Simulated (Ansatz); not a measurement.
MgI2 in the CdCl2-type structure, relaxed with r2SCAN+rVV10: 5 runs in Ansatz, each a calculation of independent-particle optics. The symmetry is R-3m (No. 166, trigonal); a = 4.157 Å, c = 20.677 Å in the conventional setting, 34.39 Å³ an atom. Mg has 6 I at 2.92 Å; I has 3 Mg at 2.92 Å. The cell comes from a prototype generator: it can be a known phase or a hypothetical one. Spin polarisation is off.

```
Mg I
1.0
     2.07868    1.20013    6.89235
    -2.07868    1.20013    6.89235
     0.00000   -2.40025    6.89235
Mg I
1 2
Direct
  0.00000 0.00000 0.00000
  0.25269 0.25269 0.25269
  0.74731 0.74731 0.74731
```

On meshes this coarse, single peaks can be features of the mesh. No local fields, no excitons; the zone sum runs over the cells of the mesh, and ε∞ includes the bands left out of the spectrum. Up to four peaks are listed, those above 15 % of the tallest and inside the complete range; the four can differ from row to row. Rows marked drawn have settings drawn at random (some not listed).

```csv
functional,k mesh,broadening (eV),scissors (eV),range (eV),settings,direct gap on the mesh before scissors (eV),ε∞ xx,ε∞ yy,ε∞ zz,complete up to (eV),tallest peaks of mean ε₂ (eV)
PBE,6×6×6,0.1,0.00,0–17,chosen,3.68,4.92,4.92,4.70,17.0,5.45 6.30 6.65 7.45
r2SCAN,6×6×6,0.1,0.00,0–17,chosen,4.27,4.38,4.38,4.22,17.0,6.15 7.20 7.80 8.00
PBE,6×6×6,0.1,0.96 (to HSE06),0–17,chosen,3.68,4.43,4.43,4.25,17.0,6.40 7.25 7.60 8.40
LDA,6×6×6,0.25,0.30,0–15,drawn,3.43,4.93,4.93,4.71,15.0,5.60 6.75 7.50
```

Question: Estimate from these rows what the further settings give.
```json
{"functional": "LDA", "k mesh": "4×4×4", "broadening (eV)": "0.4", "scissors (eV)": "1.50", "range (eV)": "0–15", "settings": "drawn"}
```

Answer:
```json
{"functional": "LDA", "k mesh": "4×4×4", "broadening (eV)": "0.4", "scissors (eV)": "1.50", "range (eV)": "0–15", "settings": "drawn", "direct gap on the mesh before scissors (eV)": "3.42", "ε∞ xx": "4.36", "ε∞ yy": "4.36", "ε∞ zz": "4.19", "complete up to (eV)": "15.0", "tallest peaks of mean ε₂ (eV)": "6.80 8.00"}
```

The fundamental gap is indirect (3.27 eV with PBE on 6×6×6); the table holds the direct one.

Spin-orbit coupling is left out, which matters wherever the heavy atoms make up the band edges.
